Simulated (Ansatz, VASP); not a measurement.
# SnSe in VASP and in Ansatz

File INCAR:

```
SYSTEM = SnSe
ALGO = Normal ; EDIFF = 1E-6
EDIFFG = -0.02 ; ENCUT = 600
GGA = PE ; IBRION = 2
ISIF = 3 ; ISMEAR = 0
IVDW = 12 ; LASPH = .TRUE.
LCHARG = .FALSE. ; LREAL = .FALSE.
LWAVE = .FALSE. ; NELM = 100
NSW = 70 ; PREC = Accurate
SIGMA = 0.02
```

The input KPOINTS:

```
k-points
0
G
  10 10 10
  0 0 0
```

File POSCAR:

```
SnSe
1.0
    0.0000000000      3.0100000000      3.0100000000
    3.0100000000      0.0000000000      3.0100000000
    3.0100000000      3.0100000000      0.0000000000
Sn Se
1 1
Direct
    0.0000000000      0.0000000000      0.0000000000
    0.5000000000      0.5000000000      0.5000000000
```

Input for Ansatz:

```yaml
crystal:
  lattice:
    - [0.0, 3.01, 3.01]
    - [3.01, 0.0, 3.01]
    - [3.01, 3.01, 0.0]
  atoms:
    - { symbol: Sn, position: [0.0, 0.0, 0.0] }
    - { symbol: Se, position: [0.5, 0.5, 0.5] }
basis:
  ecutwfc: 420
kpoints:
  mp_grid: { grid: [10, 10, 10] }
hamiltonian:
  xc: pbe
  dispersion: d3bj
scf:
  occupations: { method: gaussian, width: 0.02 }
output:
  forces: true
  stress: true
  eigenvalues: true
relax:
  adjacent_minimum: "off"
  f_tol: 0.02
  max_steps: 50
  cell: { stress_tol: 0.1 }
```

Measurements of this composition are mostly on another form, of space group No. 62.

Alike in both runs: task relaxation of cell and atoms; functional PBE; dispersion D3(BJ); k mesh 10 × 10 × 10; occupations gaussian, width 0.02 eV; no spin polarisation.

|  | VASP | Ansatz |
| --- | --- | --- |
| version | VASP 6.6.1 | Ansatz 0.2.0 |
| potentials or method | VASP PAW PBE potentials, release 64 (Sn_d, Se) | scalar-relativistic, plane waves, PAW |
| plane-wave cutoff (eV) | 600 | 420 |
| valence electrons in the cell | 20 | 30 |

```csv
,VASP,Ansatz,Ansatz less VASP
"gap on the k mesh at the Fermi level, each at its own relaxed structure (eV)",0.52,0.52,0.000
relaxed volume (Å³/atom),26.70,26.70,-0.005
relaxed cell length with the largest relative difference (Å),4.227,4.227,-0.0003
energy change over the relaxation (meV/atom),-2,-2,-0.1
```

The two sets of potentials don't hold the same shells in valence. Ansatz warned: «relaxed_geometry_near_dispersion_switch».

Caveats: spin-orbit coupling is left out, which moves the levels of the heavy elements. A k mesh can miss the band edges.
